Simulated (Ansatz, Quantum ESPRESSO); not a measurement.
# Band offsets of the AlP/MgS(110) superlattice, 5 + 5 layers, a = 5.493 Å, part 4 of 7

How do the band edges meet in the AlP/MgS(110) superlattice, 5 + 5 layers, a = 5.493 Å?

Quantum ESPRESSO 7.5; plane-wave DFT, LDA, GBRV ultrasoft pseudopotentials; cross-check by Ansatz 0.2.0 with PAW datasets.

So far. Step 3 (SCF with pw.x of bulk AlP): The run needed 8 iterations to bring the estimated error under 1e-07 Ry.

### Step 8. Band structure of bulk MgS

The input, b.bands.in:

```
&control
  prefix = 'b.bands'
  outdir = './out'
  pseudo_dir = './pseudo'
  calculation = 'bands'
/
&system
  ibrav = 0
  nat = 4
  ntyp = 2
  ecutwfc = 40
  ecutrho = 200
  occupations = 'smearing'
  smearing = 'fd'
  degauss = 0.002
  nbnd = 24
/
&electrons
  conv_thr = 1e-07
  mixing_beta = 0.5
  electron_maxstep = 120
/
ATOMIC_SPECIES
  Mg  24.3050  mg_lda_v1.4.uspp.F.UPF
  S   32.0600  s_lda_v1.4.uspp.F.UPF
CELL_PARAMETERS angstrom
  5.49300000000000 0.00000000000000 0.00000000000000
  0.00000000000000 3.88413754905771 0.00000000000000
  0.00000000000000 0.00000000000000 3.88413754905771
ATOMIC_POSITIONS crystal
  Mg  0.000000000000 0.000000000000 0.000000000000
  S   0.250000000000 0.500000000000 0.000000000000
  Mg  0.500000000000 0.500000000000 0.500000000000
  S   0.750000000000 0.000000000000 0.500000000000
K_POINTS crystal_b
6
  0.0000000000 0.0000000000 0.0000000000 20
  1.0000000000 0.0000000000 0.0000000000 1
  0.0000000000 0.0000000000 0.0000000000 20
  0.5000000000 0.0000000000 0.5000000000 1
  0.0000000000 0.0000000000 0.0000000000 20
  0.0000000000 0.5000000000 0.5000000000 1
```

Started as:

```
$ cp -r out/b.save out/b.bands.save
$ cp out/b.xml out/b.bands.xml
$ OMP_NUM_THREADS=1 mpirun -n 4 pw.x -nk 4 -in b.bands.in > b.bands.out
```

What it wrote:

```text
[banner, memory and clock lines left out]
Program PWSCF v.7.5 starts

          URL

     Atomic positions and unit cell read from directory:
     ./out/b.bands.save/

     Found identity + (  0.5000 -0.5000 -0.5000) symmetry
     This is a supercell, fractional translations are disabled
     Message from routine setup:
     using ibrav=0 with symmetry is DISCOURAGED, use correct ibrav instead

     G-vector sticks info

     bravais-lattice index     =            0
     lattice parameter (alat)  =      10.3803  a.u.
     unit-cell volume          =     559.2364 (a.u.)^3
     number of atoms/cell      =            4
     number of atomic types    =            2
     number of electrons       =        32.00
     number of Kohn-Sham states=           24
     kinetic-energy cutoff     =      40.0000  Ry
     charge density cutoff     =     200.0000  Ry
     Exchange-correlation=  SLA  PZ   NOGX NOGC
                           (   1   1   0   0   0   0   0)

     celldm(1)=  10.380266  celldm(2)=   0.000000  celldm(3)=   0.000000
     celldm(4)=   0.000000  celldm(5)=   0.000000  celldm(6)=   0.000000

     crystal axes: (cart. coord. in units of alat)
               a(1) = (   1.000000   0.000000   0.000000 )
               a(2) = (   0.000000   0.707107   0.000000 )
               a(3) = (   0.000000   0.000000   0.707107 )

     reciprocal axes: (cart. coord. in units 2 pi/alat)
               b(1) = (  1.000000  0.000000  0.000000 )
               b(2) = (  0.000000  1.414214  0.000000 )
               b(3) = (  0.000000  0.000000  1.414214 )

     PseudoPot. # 1 for Mg read from file:
     ./pseudo/mg_lda_v1.4.uspp.F.UPF
     Pseudo is Ultrasoft, Zval = 10.0
     Generated by new atomic code, or converted to UPF format
     Using radial grid of  821 points,  7 beta functions with:
                l(1) =   0
                l(2) =   0
                l(3) =   0
                l(4) =   1
                l(5) =   1
                l(6) =   2
                l(7) =   2
     Q(r) pseudized with  8 coefficients,  rinner =    1.200   1.200   1.200
                                                       1.200   1.200

     PseudoPot. # 2 for S  read from file:
     ./pseudo/s_lda_v1.4.uspp.F.UPF
     Pseudo is Ultrasoft + core correction, Zval =  6.0
     Generated by new atomic code, or converted to UPF format
     Using radial grid of  907 points,  6 beta functions with:
                l(1) =   0
                l(2) =   0
                l(3) =   1
                l(4) =   1
                l(5) =   2
                l(6) =   2
     Q(r) pseudized with  8 coefficients,  rinner =    1.300   1.300   1.300
                                                       1.300   1.300

     atomic species   valence    mass     pseudopotential
     Mg               10.00    24.30500     Mg( 1.00)
     S                 6.00    32.06000     S ( 1.00)

      8 Sym. Ops. (no inversion) found

   Cartesian axes

     site n.     atom                  positions (alat units)
         1        Mg     tau(   1) = (   0.0000000   0.0000000   0.0000000  )
         2        S      tau(   2) = (   0.2500000   0.3535534   0.0000000  )
         3        Mg     tau(   3) = (   0.5000000   0.3535534   0.3535534  )
         4        S      tau(   4) = (   0.7500000   0.0000000   0.3535534  )

     number of k points=    63  Fermi-Dirac smearing, width (Ry)=  0.0020
                       cart. coord. in units 2pi/alat
        k(    1) = (   0.0000000   0.0000000   0.0000000), wk =   0.0317460
        k(    2) = (   0.0500000   0.0000000   0.0000000), wk =   0.0317460
        k(    3) = (   0.1000000   0.0000000   0.0000000), wk =   0.0317460
        k(    4) = (   0.1500000   0.0000000   0.0000000), wk =   0.0317460
        k(    5) = (   0.2000000   0.0000000   0.0000000), wk =   0.0317460
        k(    6) = (   0.2500000   0.0000000   0.0000000), wk =   0.0317460
        k(    7) = (   0.3000000   0.0000000   0.0000000), wk =   0.0317460
        k(    8) = (   0.3500000   0.0000000   0.0000000), wk =   0.0317460
        k(    9) = (   0.4000000   0.0000000   0.0000000), wk =   0.0317460
        k(   10) = (   0.4500000   0.0000000   0.0000000), wk =   0.0317460
        k(   11) = (   0.5000000   0.0000000   0.0000000), wk =   0.0317460
        k(   12) = (   0.5500000   0.0000000   0.0000000), wk =   0.0317460
        k(   13) = (   0.6000000   0.0000000   0.0000000), wk =   0.0317460
        k(   14) = (   0.6500000   0.0000000   0.0000000), wk =   0.0317460
        k(   15) = (   0.7000000   0.0000000   0.0000000), wk =   0.0317460
        k(   16) = (   0.7500000   0.0000000   0.0000000), wk =   0.0317460
        k(   17) = (   0.8000000   0.0000000   0.0000000), wk =   0.0317460
        k(   18) = (   0.8500000   0.0000000   0.0000000), wk =   0.0317460
        k(   19) = (   0.9000000   0.0000000   0.0000000), wk =   0.0317460
        k(   20) = (   0.9500000   0.0000000   0.0000000), wk =   0.0317460
        k(   21) = (   1.0000000   0.0000000   0.0000000), wk =   0.0317460
        k(   22) = (   0.0000000   0.0000000   0.0000000), wk =   0.0317460
        k(   23) = (   0.0250000   0.0000000   0.0353553), wk =   0.0317460
        k(   24) = (   0.0500000   0.0000000   0.0707107), wk =   0.0317460
        k(   25) = (   0.0750000   0.0000000   0.1060660), wk =   0.0317460
        k(   26) = (   0.1000000   0.0000000   0.1414214), wk =   0.0317460
        k(   27) = (   0.1250000   0.0000000   0.1767767), wk =   0.0317460
        k(   28) = (   0.1500000   0.0000000   0.2121320), wk =   0.0317460
        k(   29) = (   0.1750000   0.0000000   0.2474874), wk =   0.0317460
        k(   30) = (   0.2000000   0.0000000   0.2828427), wk =   0.0317460
        k(   31) = (   0.2250000   0.0000000   0.3181981), wk =   0.0317460
        k(   32) = (   0.2500000   0.0000000   0.3535534), wk =   0.0317460
        k(   33) = (   0.2750000   0.0000000   0.3889087), wk =   0.0317460
        k(   34) = (   0.3000000   0.0000000   0.4242641), wk =   0.0317460
        k(   35) = (   0.3250000   0.0000000   0.4596194), wk =   0.0317460
        k(   36) = (   0.3500000   0.0000000   0.4949747), wk =   0.0317460
        k(   37) = (   0.3750000   0.0000000   0.5303301), wk =   0.0317460
        k(   38) = (   0.4000000   0.0000000   0.5656854), wk =   0.0317460
        k(   39) = (   0.4250000   0.0000000   0.6010408), wk =   0.0317460
        k(   40) = (   0.4500000   0.0000000   0.6363961), wk =   0.0317460
        k(   41) = (   0.4750000   0.0000000   0.6717514), wk =   0.0317460
        k(   42) = (   0.5000000   0.0000000   0.7071068), wk =   0.0317460
        k(   43) = (   0.0000000   0.0000000   0.0000000), wk =   0.0317460
[...]
k = 0.3500 0.0000 0.4950 (  2378 PWs)   bands (ev):

   -69.2339 -69.2339 -36.6809 -36.6804 -36.6782 -36.6778 -36.6775 -36.6775
    -7.3473  -7.0910   0.2967   0.6204   2.6213   3.0232   3.2838   3.2838
     8.8305   9.2894  10.3381  11.4042  11.4042  11.8355  12.0640  12.6251

          k = 0.3750 0.0000 0.5303 (  2387 PWs)   bands (ev):

   -69.2339 -69.2339 -36.6810 -36.6806 -36.6780 -36.6778 -36.6776 -36.6776
    -7.2899  -7.1060   0.2249   0.4518   2.7744   3.0773   3.2641   3.2641
     8.8173   9.2563  10.3749  11.3270  11.3270  11.6282  12.1697  12.7124

          k = 0.4000 0.0000 0.5657 (  2378 PWs)   bands (ev):

   -69.2339 -69.2339 -36.6811 -36.6808 -36.6779 -36.6777 -36.6776 -36.6776
    -7.2396  -7.1187   0.1630   0.3097   2.9168   3.1248   3.2475   3.2475
     8.8010   9.1352  10.5224  11.2609  11.2609  11.4549  12.2519  12.7179

          k = 0.4250 0.0000 0.6010 (  2373 PWs)   bands (ev):

   -69.2339 -69.2339 -36.6811 -36.6810 -36.6778 -36.6777 -36.6776 -36.6776
    -7.1982  -7.1287   0.1131   0.1964   3.0399   3.1638   3.2344   3.2344
     8.7852   8.9925  10.7194  11.2079  11.2079  11.3176  12.3110  12.6487

          k = 0.4500 0.0000 0.6364 (  2370 PWs)   bands (ev):

   -69.2339 -69.2339 -36.6812 -36.6811 -36.6777 -36.6777 -36.6776 -36.6776
    -7.1674  -7.1360   0.0767   0.1140   3.1355   3.1930   3.2248   3.2248
     8.7724   8.8699  10.9184  11.1691  11.1691  11.2181  12.3498  12.5355

          k = 0.4750 0.0000 0.6718 (  2374 PWs)   bands (ev):

   -69.2339 -69.2339 -36.6812 -36.6812 -36.6777 -36.6777 -36.6777 -36.6776
    -7.1483  -7.1404   0.0544   0.0638   3.1962   3.2109   3.2190   3.2190
     8.7641   8.7892  11.0753  11.1455  11.1455  11.1578  12.3715  12.4259

          k = 0.5000 0.0000 0.7071 (  2388 PWs)   bands (ev):

   -69.2339 -69.2339 -36.6812 -36.6812 -36.6777 -36.6777 -36.6777 -36.6776
    -7.1419  -7.1419   0.0470   0.0470   3.2170   3.2170   3.2170   3.2170
     8.7612   8.7612  11.1376  11.1376  11.1376  11.1376  12.3785  12.3785

          k = 0.0000 0.0000 0.0000 (  2429 PWs)   bands (ev):

   -69.2341 -69.2338 -36.6812 -36.6786 -36.6786 -36.6770 -36.6770 -36.6770
    -7.9955  -6.8644   0.4254   2.4134   2.4134   3.5778   3.5778   3.5778
     7.1482   7.2246   9.1042  11.5468  11.5468  11.5468  14.4249  14.4249

          k = 0.0000 0.0354 0.0354 (  2423 PWs)   bands (ev):

   -69.2341 -69.2338 -36.6812 -36.6786 -36.6786 -36.6770 -36.6770 -36.6770
    -7.9897  -6.8641   0.4338   2.3957   2.4030   3.5387   3.5687   3.5687
     7.1822   7.2732   9.1383  11.5203  11.5663  11.5663  14.3349  14.4360

          k = 0.0000 0.0707 0.0707 (  2427 PWs)   bands (ev):

   -69.2341 -69.2338 -36.6812 -36.6786 -36.6786 -36.6771 -36.6770 -36.6770
    -7.9722  -6.8632   0.4589   2.3437   2.3732   3.4278   3.5418   3.5418
     7.2820   7.4117   9.2394  11.4435  11.6246  11.6246  14.0887  14.4694

          k = 0.0000 0.1061 0.1061 (  2423 PWs)   bands (ev):

   -69.2341 -69.2338 -36.6811 -36.6787 -36.6786 -36.6772 -36.6771 -36.6771
    -7.9433  -6.8619   0.5002   2.2613   2.3281   3.2608   3.4984   3.4984
     7.4420   7.6216   9.4034  11.3234  11.7202  11.7202  13.7388  14.5249

          k = 0.0000 0.1414 0.1414 (  2413 PWs)   bands (ev):

   -69.2340 -69.2338 -36.6810 -36.6788 -36.6786 -36.6774 -36.6771 -36.6771
    -7.9035  -6.8602   0.5573   2.1541   2.2735   3.0555   3.4405   3.4405
     7.6532   7.8795   9.6245  11.1699  11.8511  11.8511  13.3380  14.4062

          k = 0.0000 0.1768 0.1768 (  2403 PWs)   bands (ev):

   -69.2340 -69.2338 -36.6809 -36.6789 -36.6786 -36.6776 -36.6772 -36.6772
    -7.8534  -6.8583   0.6291   2.0286   2.2155   2.8271   3.3703   3.3703
     7.9041   8.1601   9.8960  10.9937  12.0146  12.0146  12.9300  13.9940

          k = 0.0000 0.2121 0.2121 (  2387 PWs)   bands (ev):

   -69.2340 -69.2338 -36.6808 -36.6790 -36.6786 -36.6779 -36.6773 -36.6773
    -7.7937  -6.8565   0.7141   1.8917   2.1599   2.5871   3.2907   3.2907
     8.1799   8.4349  10.2108  10.8057  12.2080  12.2081  12.5524  13.4691

          k = 0.0000 0.2475 0.2475 (  2385 PWs)   bands (ev):

   -69.2340 -69.2338 -36.6806 -36.6792 -36.6786 -36.6781 -36.6774 -36.6774
    -7.7254  -6.8548   0.8094   1.7510   2.1116   2.3439   3.2043   3.2043
     8.4600   8.6680  10.5622  10.6163  12.2446  12.4284  12.4284  12.9954

          k = 0.0000 0.2828 0.2828 (  2397 PWs)   bands (ev):

   -69.2340 -69.2338 -36.6805 -36.6793 -36.6786 -36.6785 -36.6775 -36.6775
    -7.6497  -6.8534   0.9093   1.6160   2.0744   2.1033   3.1139   3.1140
     8.7147   8.8157  10.4338  10.9433  12.0517  12.6029  12.6720  12.6728

          k = 0.0000 0.3182 0.3182 (  2390 PWs)   bands (ev):

   -69.2340 -69.2338 -36.6804 -36.6794 -36.6788 -36.6786 -36.6777 -36.6777
    -7.5680  -6.8525   0.9990   1.5041   1.8696   2.0511   3.0222   3.0222
     8.8421   8.9010  10.2597  11.3464  12.0151  12.2281  12.3340  12.9386

          k = 0.0000 0.3536 0.3536 (  2374 PWs)   bands (ev):

   -69.2340 -69.2338 -36.6804 -36.6794 -36.6791 -36.6786 -36.6778 -36.6778
    -7.4820  -6.8522   1.0406   1.4549   1.6461   2.0431   2.9314   2.9314
     8.7470   8.9710  10.0894  11.6969  11.8640  12.1441  12.2366  13.2237

          k = 0.0000 0.3889 0.3889 (  2386 PWs)   bands (ev):

   -69.2339 -69.2338 -36.6804 -36.6794 -36.6794 -36.6786 -36.6779 -36.6779
    -7.3936  -6.8525   0.9990   1.4352   1.5041   2.0511   2.8436   2.8436
     8.5657   8.9010   9.9218  11.3464  12.2281  12.3340  12.4073  13.5259

          k = 0.0000 0.4243 0.4243 (  2404 PWs)   bands (ev):

   -69.2339 -69.2338 -36.6805 -36.6798 -36.6793 -36.6786 -36.6780 -36.6780
    -7.3047  -6.8534   0.9093   1.2392   1.6160   2.0744   2.7606   2.7606
     8.3404   8.7147   9.7615  10.9433  12.6029  12.6720  12.7590  13.8433

          k = 0.0000 0.4596 0.4596 (  2404 PWs)   bands (ev):

   -69.2339 -69.2338 -36.6806 -36.6801 -36.6792 -36.6786 -36.6781 -36.6781
    -7.2178  -6.8548   0.8094   1.0600   1.7510   2.1116   2.6841   2.6841
     8.1025   8.4600   9.6137  10.5622  12.9954  13.1208  13.1616  14.1744

          k = 0.0000 0.4950 0.4950 (  2394 PWs)   bands (ev):

   -69.2339 -69.2338 -36.6808 -36.6803 -36.6790 -36.6786 -36.6783 -36.6782
    -7.1352  -6.8565   0.7141   0.8996   1.8917   2.1599   2.6153   2.6153
     7.8724   8.1799   9.4819  10.2108  13.4691  13.5658  13.5877  14.5172

          k = 0.0000 0.5303 0.5303 (  2394 PWs)   bands (ev):

   -69.2339 -69.2338 -36.6809 -36.6806 -36.6789 -36.6786 -36.6783 -36.6783
    -7.0594  -6.8583   0.6291   0.7597   2.0286   2.2155   2.5554   2.5554
     7.6634   7.9041   9.3682   9.8960  13.9940  13.9980  14.0158  14.8695

          k = 0.0000 0.5657 0.5657 (  2384 PWs)   bands (ev):

   -69.2339 -69.2338 -36.6810 -36.6808 -36.6788 -36.6786 -36.6784 -36.6784
    -6.9931  -6.8602   0.5573   0.6421   2.1541   2.2735   2.5052   2.5052
     7.4839   7.6532   9.2740   9.6245  14.4062  14.4255  14.5482  15.2276

          k = 0.0000 0.6010 0.6010 (  2386 PWs)   bands (ev):

   -69.2339 -69.2338 -36.6811 -36.6810 -36.6787 -36.6786 -36.6785 -36.6785
    -6.9386  -6.8619   0.5002   0.5486   2.2613   2.3281   2.4654   2.4654
     7.3395   7.4420   9.2001   9.4033  14.7743  14.7939  15.1113  15.5846

          k = 0.0000 0.6364 0.6364 (  2382 PWs)   bands (ev):

   -69.2339 -69.2338 -36.6812 -36.6811 -36.6786 -36.6786 -36.6785 -36.6785
    -6.8980  -6.8632   0.4589   0.4806   2.3437   2.3732   2.4367   2.4367
     7.2340   7.2820   9.1469   9.2394  15.0788  15.0932  15.6553  15.9251

          k = 0.0000 0.6718 0.6718 (  2362 PWs)   bands (ev):

   -69.2339 -69.2338 -36.6812 -36.6812 -36.6786 -36.6786 -36.6786 -36.6786
    -6.8729  -6.8641   0.4338   0.4393   2.3957   2.4030   2.4193   2.4193
     7.1698   7.1822   9.1149   9.1383  15.2868  15.2920  16.1183  16.2076

          k = 0.0000 0.7071 0.7071 (  2372 PWs)   bands (ev):

   -69.2339 -69.2338 -36.6812 -36.6812 -36.6786 -36.6786 -36.6786 -36.6786
    -6.8644  -6.8644   0.4254   0.4255   2.4134   2.4134   2.4134   2.4134
     7.1482   7.1482   9.1042   9.1042  15.3621  15.3621  16.3310  16.3310

     XML data file, pseudopotentials, collected wavefunctions

                                        0.00s GPU  (     860 calls)
```

It took 15 s on 4 MPI ranks of Arm Neoverse V1, shared host; peak memory 0.29 GiB; 60 s of CPU time.

This step gave:

| Property | Result |
| --- | --- |
| valence top, on the run's zero | 3.578 eV |
| conduction bottom, on the run's zero | 7.148 eV |
| gap by band count | 3.570 eV |

Band numbers count within the set of bands kept for display; the cell holds two formula units, so the X point along 001 folds onto the zone centre. The electronic bands at the labelled points (eV, zero at the Fermi level, which the smearing puts inside the gap; v1 is the highest filled band, c1 the lowest empty one):

| point | v4 | v3 | v2 | v1 | c1 | c2 | c3 | c4 |
| --- | --- | --- | --- | --- | --- | --- | --- | --- |
| L | -1.26 | -1.26 | -1.26 | -1.26 | 4.28 | 4.28 | 6.66 | 6.66 |
| halfway | -2.41 | -1.71 | -1.10 | -1.10 | 4.14 | 4.25 | 6.16 | 7.06 |
| Γ | -2.07 | -0.90 | -0.90 | -0.90 | 2.67 | 2.74 | 4.62 | 7.06 |
| halfway | -2.84 | -2.44 | -1.55 | -1.55 | 4.26 | 4.49 | 5.61 | 7.21 |
| X | -2.07 | -2.07 | -2.07 | -2.07 | 2.67 | 2.67 | 4.62 | 4.62 |

### Step 9. Electrostatic potential of bulk MgS

The input, b.pot.in:

```
&inputpp
  prefix = 'b'
  outdir = './out'
  filplot = 'b.pot.dat'
  plot_num = 11
/
```

Started as:

```
$ OMP_NUM_THREADS=1 mpirun -n 4 pp.x -in b.pot.in > b.pot.out
```

Wall time 0.85 s (4 MPI ranks); peak memory 0.09 GiB.

### Step 10. Planar and running averages of bulk MgS

The input, b.avg.in:

```
1
b.pot.dat
1.0
40
3
7.3399561981
```

Started as:

```
$ OMP_NUM_THREADS=1 average.x < b.avg.in > b.avg.out
```

Elapsed: 0.47 s, on 1 MPI rank; peak memory 0.09 GiB.

Read from the output:

* average.x's running mean over the crystal, on the run's own zero: 1.651 eV
* mean potential by an exact Fourier window over the crystal, on the run's own zero: 1.651 eV

(Continued in part 5 of 7.)

[Logs are printed without paths, hosts, clocks, repeated set-up lines and the standing remarks that a program may print on its own settings, such as how far it seeks lower states.]

[Hosts, paths, dates, database ids (printed as entryN), source tags and the programs' standing remarks are cut or masked in the printed files.]

[Maps of the electrostatic potential energy from Ansatz leave out the sawtooth potential of an applied field or a dipole correction, so their vacuum need not be flat; planar profiles and work functions include it.]
